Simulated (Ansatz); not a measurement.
HgSe:

```
CELL_PARAMETERS angstrom
0.00000 3.03900 3.03900
3.03900 0.00000 3.03900
3.03900 3.03900 0.00000
ATOMIC_POSITIONS crystal
Hg 0.00000 0.00000 0.00000
Se 0.75000 0.75000 0.75000
```

- Program: Ansatz 0.2.0
- Task: relaxation of cell and atoms
- Functional: PBE
- Potentials or basis: all-electron LAPW, scalar-relativistic
- Basis error allowed: 0.001 eV/atom
- k mesh: 8 × 8 × 8
- Occupations: fermi-dirac, width 0.05 eV
- Spin: no spin polarisation

At the start: volume 28.07 Å³/atom.

**Question.** Where does the relaxation end?

**Answer.** Over 5 steps the energy falls by 35.1 meV/atom and the volume is 30.66 Å³/atom (+9.3 %); space group F-43m (No. 216, to 0.05 Å).

Step by step:
| step | energy change (eV) | largest force (eV/Å) | volume (Å³) |
| --- | --- | --- | --- |
| 1 | 0.0000 | 0.0000 | 56.13 |
| 2 | -0.0658 | 0.0000 | 62.80 |
| 3 | -0.0701 | 0.0000 | 61.58 |
| 4 | -0.0702 | 0.0000 | 61.33 |
| 5 | -0.0702 | 0.0000 | 61.33 |

Final structure:
```
Hg Se
1.0
     0.00000    3.12996    3.12996
     3.12996    0.00000    3.12996
     3.12996    3.12996    0.00000
Hg Se
1 1
Direct
  0.00000 0.00000 0.00000
  0.75000 0.75000 0.75000
```
